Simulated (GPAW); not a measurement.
A run of GPAW 26.7.0:

run.py

```python
from ase.dft.bandgap import bandgap
from ase.io import read, write
from gpaw import GPAW, PW

atoms = read('SiC.xyz')

calc = GPAW(mode=PW(800),
            xc={'name': 'optPBE-vdW', 'backend': 'libvdwxc'},
            kpts={'size': (6, 6, 2), 'gamma': True},
            occupations={'name': 'fermi-dirac', 'width': 0.05},
            nbands=32,
            convergence={'density': 1e-05, 'energy': 1e-05},
            maxiter=150,
            txt='gpaw.txt')
atoms.calc = calc
energy = atoms.get_potential_energy()
forces = atoms.get_forces()
calc.write('gs.gpw')
write('result.traj', atoms)
print(f'Energy: {energy:.6f} eV')
print('Forces (eV/A):')
print(forces.round(4))
print('Fermi level:', round(calc.get_fermi_level(), 4), 'eV')
print(f'Gap: {bandgap(calc)[0]:.4f} eV, direct: {bandgap(calc, direct=True)[0]:.4f} eV')

path = atoms.cell.bandpath('GMKGALHA,LM,KH', npoints=80, eps=1e-4)
bs_calc = calc.fixed_density(kpts=path, symmetry='off', nbands=50,
                             convergence={'bands': 'CBM+6.0', 'eigenstates': 1e-6}, txt='bands.txt')
bs = bs_calc.band_structure()
bs.write('bs.json')
print(f'Gap on the path: {bandgap(bs_calc)[0]:.4f} eV')
```

SiC.xyz

```xyz
8
Lattice="3.0756941497 0.0000000000 0.0000000000 -1.5378470748 2.6636292679 0.0000000000 0.0000000000 0.0000000000 10.0706464800" Properties=species:S:1:pos:R:3 pbc="T T T"
Si     0.0000000000      0.0000000000      1.8922178766
Si     0.0000000000      0.0000000000      6.9275411166
Si    -0.0000000001      1.7757528454      4.4093517947
Si     1.5378470750      0.8878764225      9.4446750347
C      0.0000000000      0.0000000000      0.0046330009
C      0.0000000000      0.0000000000      5.0399562409
C     -0.0000000001      1.7757528454      2.5156735737
C      1.5378470750      0.8878764225      7.5509968137
```

Potentials or basis: GPAW PAW data sets (gpaw-data 1.2.1), pw.

Command:

```console
$ OMP_NUM_THREADS=1 python run.py
```

Hardware: 1 thread of Intel(R) Xeon(R) Platinum 8375C CPU @ 2.90GHz (Ice Lake), on a shared host.

Task: Estimate the wall time of this run.

Result: Wall time 3.5 min on 1 thread of Intel(R) Xeon(R) Platinum 8375C CPU @ 2.90GHz (Ice Lake) (shared host), peak memory 0.68 GiB. Counts: scf iterations 17, plane waves 4263, bands 32, k points 14.
